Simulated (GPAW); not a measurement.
# Y (P6_3/mmc) in GPAW: single point with r2SCAN

Aim: the single point of Y with r2SCAN.

Everything below comes from runs of GPAW 26.7.0. Logs are shortened: lines on timing, memory, paths and dates and some standing lists are left out, and cuts for length are marked. The log counts tension as positive stress, the text compression.

## 1. The crystal as given

It takes space group P6_3/mmc (No. 194, hexagonal). The conventional cell has a = 3.647 Å, b = 3.647 Å, c = 5.731 Å, α = 90.00°, β = 90.00°, γ = 120.00°. Around Y (site symmetry -6m2) lie 12 Y at 3.56 to 3.65 Å.

## 2. Single point, r2SCAN

File run.py:

```python
from ase.dft.bandgap import bandgap
from ase.io import read, write
from ase.units import GPa
from gpaw import GPAW, PW

atoms = read('POSCAR')

calc = GPAW(mode=PW(450),
            xc='MGGA_X_R2SCAN+MGGA_C_R2SCAN',
            kpts={'size': (7, 7, 4), 'gamma': True},
            occupations={'name': 'fermi-dirac', 'width': 0.05},
            nbands=23,
            maxiter=120,
            txt='gpaw.txt')
atoms.calc = calc
energy = atoms.get_potential_energy()
forces = atoms.get_forces()
stress = atoms.get_stress()
calc.write('gs.gpw')
write('result.traj', atoms)
print(f'Energy: {energy:.6f} eV')
print('Forces (eV/A):')
print(forces.round(4))
print('Stress (GPa):', (stress / GPa).round(3))
print('Fermi level:', round(calc.get_fermi_level(), 4), 'eV')
print(f'Gap: {bandgap(calc)[0]:.4f} eV, direct: {bandgap(calc, direct=True)[0]:.4f} eV')
```

File POSCAR:

```
Y
1.0
    3.6474000000      0.0000000000      0.0000000000
   -1.8237000000      3.1587410578      0.0000000000
    0.0000000000      0.0000000000      5.7306000000
Y
2
Direct
    0.6666666667      0.3333333333      0.7500000000
    0.3333333333      0.6666666667      0.2500000000
```

Potentials or basis: GPAW PAW data sets (gpaw-data 1.2.1), pw.

Run with:

```console
$ OMP_NUM_THREADS=1 python run.py
```

gpaw.txt:

```text
__  _  _
 | _ |_)|_||  |
 |__||  | ||/\| - 26.7.0

Input parameters:
  mode=PW(ecut=450.00000000000006),
  kpts=MonkhorstPack(size=(7, 7, 4), gamma=True),
  maxiter=120,
  nbands=23,
  occupations=Occupations(name='fermi-dirac', width=0.05),
  xc=XC(name='MGGA_X_R2SCAN+MGGA_C_R2SCAN')

Diagonalizing LCAO Hamiltonian
Converting LCAO to pw mode

           Y

        Y

Atoms  # Å, Bohr magnetons
|   | symbol |         x |        y |        z |    initial magnetic moments |
|---|--------|-----------|----------|----------|-----------------------------|
| 0 |      Y |  1.823700 | 1.052914 | 4.297950 | ( 0.0000,  0.0000,  0.0000) |
| 1 |      Y | -0.000000 | 2.105827 | 1.432650 | ( 0.0000,  0.0000,  0.0000) |

Unit cell  # Å
| periodic |         x |        y |        z |  lengths |     angles |
|----------|-----------|----------|----------|----------|------------|
|      yes |  3.647400 | 0.000000 | 0.000000 | 3.647400 |  90.000000 |
|      yes | -1.823700 | 3.158741 | 0.000000 | 3.647400 |  90.000000 |
|      yes |  0.000000 | 0.000000 | 5.730600 | 5.730600 | 120.000000 |

Number of symmetries: 12
Symmetry operations  # r_c * U_cc + t_c -> r_c
|    | kind |            matrix            |
|----|------|------------------------------|
|  0 |  σ   |  1, 1, 0,  0,-1, 0,  0, 0, 1 |
|  1 |  S6  |  1, 1, 0, -1, 0, 0,  0, 0,-1 |
|  2 |  E   |  1, 0, 0,  0, 1, 0,  0, 0, 1 |
|  3 |  C2  |  1, 0, 0, -1,-1, 0,  0, 0,-1 |
|  4 |  C2  |  0, 1, 0,  1, 0, 0,  0, 0,-1 |
|  5 |  C3  |  0, 1, 0, -1,-1, 0,  0, 0, 1 |
|  6 |  S6  |  0,-1, 0,  1, 1, 0,  0, 0,-1 |
|  7 |  σ   |  0,-1, 0, -1, 0, 0,  0, 0, 1 |
|  8 |  σ   | -1, 0, 0,  1, 1, 0,  0, 0, 1 |
|  9 |  i   | -1, 0, 0,  0,-1, 0,  0, 0,-1 |
| 10 |  C3  | -1,-1, 0,  1, 0, 0,  0, 0, 1 |
| 11 |  C2  | -1,-1, 0,  0, 1, 0,  0, 0,-1 |

BZ-sampling:
  Number of BZ points: 196
  Number of IBZ points: 28

  Monkhorst-Pack size: [7, 7, 4]
  Monkhorst-Pack shift: [0.0, 0.0, 0.125]

K-points  # in reciprocal-cell coordinates
|     |                                coordinates |     weight |
|-----|--------------------------------------------|------------|
|   0 | (  0.00000000,   0.00000000,   0.00000000) | 0.00510204 |
|   1 | (  0.00000000,   0.00000000,   0.25000000) | 0.01020408 |
|   2 | (  0.00000000,   0.00000000,   0.50000000) | 0.00510204 |
|   3 | (  0.14285714,   0.00000000,  -0.25000000) | 0.03061224 |
|   4 | (  0.14285714,   0.00000000,   0.00000000) | 0.03061224 |
|   5 | (  0.14285714,   0.00000000,   0.25000000) | 0.03061224 |
|   6 | (  0.14285714,   0.00000000,   0.50000000) | 0.03061224 |
|   7 | (  0.28571429,  -0.14285714,   0.00000000) | 0.03061224 |
|   8 | (  0.28571429,  -0.14285714,   0.25000000) | 0.06122449 |
|   9 | (  0.28571429,  -0.14285714,   0.50000000) | 0.03061224 |
| ... |                                            |            |
|  27 | (  0.42857143,   0.42857143,   0.50000000) | 0.03061224 |

Plane wave coefficients: 1442
Cutoff: 450.00000000000006 eV

Spin-components: 1 (collinear spins)
Bands:           23
Projectors:      12
Spin-degeneracy: 2
Datatype:        complex128

Parallelization:
  kpt:    1
  domain: 1
  band:   1

Density:
  Valence electrons: 22.0
  Components: 1
  Grid points: [18 18 30]
  Charge: 0.0  # |e|

Potential:
  Grid points: [18 18 30]

species:
  Y:
    name:    Yttrium
    Z:       39.0
    valence: 11
    core:    28
    charge:  0.0  # [|e|]
    compensation charges:
      type: gauss
      rc: 0.40  # [Å]
      lmax: 2
    cutoffs:
      filter: 2.39  # [Å]
      core: 1.70  # [Å]
    projectors
    | kind |    occ | energy [eV] | rcut [Å] |
    |------|--------|-------------|----------|
    |   4s |  2.000 |     -47.973 |    1.328 |
    |   5s |  2.000 |      -4.101 |    1.328 |
    |   4p |  6.000 |     -27.921 |    1.318 |
    |   5p |  0.000 |      -1.441 |    1.318 |
    |   4d |  1.000 |      -2.517 |    1.286 |
    |    d |        |      24.695 |    1.286 |

    Using partial waves for Y as LCAO basis

Reference energy: -184182.767865  # eV

eigensolver:
  PPCG
  Converge bands: occupied
  niter=2

density mixing:
  MSR1-Mixer
  Pratt-step length: 0.05
  Maximum mixing coefficient: 0.75
  Old densities: 10
  SVD Regularization: 0.005
  Good broyden scale: 1.0
  Trust region scale: 1.0
  Backstep threshold: 4.0
  History deletion threshold: 6.0
  Fourier metric: weight=20.0, sigma=0.015

occupation numbers:
  Fermi-Dirac:
    width: 0.0500  # eV

poisson solver:
  ecut: 3600.0000000000005  # eV

xc functional:
  name: MGGA_X_R2SCAN+MGGA_C_R2SCAN with 2 nearest neighbor stencil

convergence criteria:
- Maximum [total energy] change in last 3 cyles: 0.0005 eV / valence electron
- Maximum integral of absolute [dens]ity change: 0.0001 electrons / valence electron
- Maximum integral of absolute [eigenst]ate change: 4e-08 eV^2 / valence electron
maximum number of iterations: 120

SCF iterations
|iter     | |      energy | eigst |  dens |
|---------|-|-------------|-------|-------|
|iter:   1| |  -38.164522 | -0.31 |       |
|iter:   2| |  -31.719747 | -1.54 | -1.44 |
|iter:   3| |  -31.626318 | -1.74 | -1.38 |
|iter:   4| |  -31.628990 | -2.87 | -2.02 |
|iter:   5| |  -31.629898c| -3.82 | -2.22 |
|iter:   6| |  -31.630017c| -5.08 | -3.23 |
|iter:   7| |  -31.630052c| -5.76 | -3.43 |
|iter:   8| |  -31.630051c| -7.65c| -3.84 |
|iter:   9| |  -31.630051c| -7.88c| -4.29c|

Converged in 9 steps
Energy contributions relative to reference atoms: (reference = -184182.767865)

Energy contributions:
  Kinetic:          -3.907351
  Coulomb:           4.982790
  Zero:             -0.503150
  External:          0.000000
  Xc:              -32.189866
  Entropy:          -0.024946
  Spinorbit:         0.000000
  ----------------------------
  Free energy:     -31.642524
  Extrapolated:    -31.630051

dipole moment: (0.000000, 0.000001, 0.000001)  # |e|*Ang

Fermi level: 6.421
Eigenvalues  # (at kpt = [0.000, 0.000, 0.000])
| band index |      eig [eV] | occ [0-2] |
|------------|---------------|-----------|
|          0 |       -37.819 |     2.000 |
|        ... |               |           |
|          2 |       -17.458 |     2.000 |
|          3 |       -16.968 |     2.000 |
|          4 |       -16.967 |     2.000 |
|          5 |       -16.879 |     2.000 |
|          6 |       -16.879 |     2.000 |
|          7 |       -16.849 |     2.000 |
|          8 |         1.504 |     2.000 |
|          9 |         4.534 |     2.000 |
|         10 |         7.158 |     0.000 |
|         11 |         8.388 |     0.000 |
|         12 |         8.388 |     0.000 |
|         13 |         8.715 |     0.000 |
|         14 |         9.043 |     0.000 |
|         15 |         9.043 |     0.000 |
|         16 |         9.530 |     0.000 |
|         17 |         9.530 |     0.000 |
|        ... |               |           |
|         22 |        17.496 |     0.000 |

No gap
No difference between direct/indirect transitions

Forces  # eV/Ang
|        x |       y |        z |
|----------|---------|----------|
|  0.00000 | 0.00000 |  0.00211 |  # Y    0
| -0.00000 | 0.00000 | -0.00211 |  # Y    1

Stress tensor  # eV/Ang^3
|         x |         y |        z |
|-----------|-----------|----------|
| -0.005047 |  0.000000 | 0.000000 |
|  0.000000 | -0.005047 | 0.000000 |
|  0.000000 |  0.000000 | 0.001999 |

# Writing to gs.gpw (mode='')
```

Wall time 55 s (1 thread of Arm Neoverse V1, shared host); peak memory 0.24 GiB.

Results:

```yaml
Free_energy: -31.6425 eV
Pressure: 0.4 GPa
Band_gap_on_the_k_mesh: none (metal or under the smearing width)
```

Forces on the atoms (eV/Å):
```
Y    0.000  0.000  0.002
Y    0.000  0.000 -0.002
```

Levels at points of the mesh, in eV from the Fermi level:
```csv
k point,band 8,band 9,band 10,band 11,band 12,band 13,band 14,band 15
"(0.00, 0.00, 0.00)",-23.27,-4.92,-1.89,0.74,1.97,1.97,2.29,2.62
"(0.00, 0.00, 0.50)",-23.34,-3.43,-3.43,1.05,1.05,1.90,1.90,1.90
```

Caveat: the cutoff is short for stress and forces, so pressures can be off by a GPa or more; the PAW data sets were made with another functional, which shifts forces and pressure a little.
